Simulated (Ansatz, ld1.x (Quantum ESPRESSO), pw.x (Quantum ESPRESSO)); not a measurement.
**pw.x on sc P: one setting changed**

Potential: norm-conserving Troullier–Martins (Kleinman–Bylander form), ld1.x (Quantum ESPRESSO) 7.5, PBE; core [Ne], reference 3s2 3p2.75; waves: 3s (bound): rc 1.75 bohr; 3p (bound): rc 1.90 bohr; 3d channel at 0.2 Ry: rc 2.05 bohr; local part: the d channel; core correction: none.

The reference run (k-mesh 13³, cutoffs 55/220 Ry, Fermi–Dirac 0.01 Ry, mixing_beta 0.4, conv_thr 1e-9, no spin) gives 0.49 GPa at 14.621 Å³/atom, where all-electron LAPW gives 0.27 GPa. This run, with its own iteration cap, changes startingwfc to atomic.

```
&control
  calculation='scf', prefix='x', pseudo_dir='./', outdir='./tmp', tstress=.true., disk_io='none'
/
&system
  ibrav=0, nat=1, ntyp=1, ecutwfc=55, ecutrho=220, nbnd=9,
  occupations='smearing', smearing='fd', degauss=0.01
/
&electrons
  conv_thr=1e-09, mixing_beta=0.4, electron_maxstep=50, startingwfc='atomic'
/
ATOMIC_SPECIES
P 1.0 P.UPF
CELL_PARAMETERS angstrom
  2.44526365 0.00000000 0.00000000
  0.00000000 2.44526365 0.00000000
  0.00000000 0.00000000 2.44526365
ATOMIC_POSITIONS crystal
P 0.0000 0.0000 0.0000
K_POINTS automatic
13 13 13 0 0 0
```

```bash
pw.x < P.scf.in > P.scf.out
```

Question: How does the run end?

Answer: It converges in 7 iterations; the free energy moves by +0.0 meV/atom and the pressure by +0.00 GPa. The result is that of the reference run.

```
Message from routine setup:
     using ibrav=0 with symmetry is DISCOURAGED, use correct ibrav instead
     lattice parameter (alat)  =       4.6209  a.u.
     unit-cell volume          =      98.6674 (a.u.)^3
     number of electrons       =         5.00
     number of Kohn-Sham states=            9
     kinetic-energy cutoff     =      55.0000  Ry
     charge density cutoff     =     220.0000  Ry
     scf convergence threshold =      1.0E-09
     Exchange-correlation= PBE
     number of k points=    84  Fermi-Dirac smearing, width (Ry)=  0.0100
     iteration #  1     ecut=    55.00 Ry     beta= 0.40
     total energy              =     -13.19175635 Ry
     estimated scf accuracy    <       0.00599308 Ry
     iteration #  2     ecut=    55.00 Ry     beta= 0.40
     total energy              =     -13.19180077 Ry
     estimated scf accuracy    <       0.00204552 Ry
     iteration #  3     ecut=    55.00 Ry     beta= 0.40
     total energy              =     -13.19185418 Ry
     estimated scf accuracy    <       0.00002159 Ry
     iteration #  4     ecut=    55.00 Ry     beta= 0.40
     total energy              =     -13.19185624 Ry
     estimated scf accuracy    <       0.00000008 Ry
     iteration #  5     ecut=    55.00 Ry     beta= 0.40
     total energy              =     -13.19185636 Ry
     estimated scf accuracy    <          9.4E-09 Ry
     iteration #  6     ecut=    55.00 Ry     beta= 0.40
     total energy              =     -13.19185639 Ry
     estimated scf accuracy    <          1.1E-09 Ry
     iteration #  7     ecut=    55.00 Ry     beta= 0.40
     the Fermi energy is    11.0344 ev
!    total energy              =     -13.19185639 Ry
     estimated scf accuracy    <          3.4E-11 Ry
     smearing contrib. (-TS)   =      -0.00129375 Ry
     The total energy is F=E-TS. E is the sum of the following terms:
     one-electron contribution =       5.15345267 Ry
     hartree contribution      =       0.42281286 Ry
     xc contribution           =      -3.41640606 Ry
     ewald contribution        =     -15.35042211 Ry
     convergence has been achieved in   7 iterations
          total   stress  (Ry/bohr**3)                   (kbar)     P=        4.89
     Message from routine punch:
     Nothing written, as per user request (disk_io='none')
```

The run took about 3.5 s on one core of a shared host (Intel(R) Xeon(R) 6975P-C, 192 threads, 1512 GiB, load 104).
